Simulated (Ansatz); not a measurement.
CsCl:
```
CELL_PARAMETERS angstrom
      3.96942     0.00000     0.00000
      0.00000     3.96942     0.00000
      0.00000     0.00000     3.96942
ATOMIC_POSITIONS crystal
  Cs 0.00000 0.00000 0.00000
  Cl 0.50000 0.50000 0.50000
```

Relaxed with LDA. Special points in fractions of this cell's reciprocal vectors: Γ (0.000, 0.000, 0.000); X (0.000, 0.500, 0.000); M (0.500, 0.500, 0.000); R (0.500, 0.500, 0.500).

### Question
List the band energies nearest the valence-band maximum at these points for LDA in the plane-wave PAW code Ansatz.

### Answer
In eV from the valence-band maximum; about four levels below and three above (degenerate sets whole), none deeper than 8.9 eV; points with the same levels are listed once.

| k | below | above |
|---|---|---|
| Γ | -5.63 -5.63 -5.63 0.00 0.00 0.00 | 4.99 4.99 5.41 |
| X | -5.40 -5.40 -1.51 -0.38 -0.38 | 6.21 7.93 8.59 |
| M | -5.27 -0.46 -0.46 -0.15 | 5.75 5.85 7.91 7.91 |
| R | -6.34 -6.34 -6.34 -1.48 -1.48 -1.48 | 8.86 8.86 8.86 |

Space group Pm-3m (CsCl type). The cell was relaxed with LDA under the symmetry of its start. Spin–orbit coupling is left out wherever it is not named.

Potentials: the later of the program's two PAW sets.
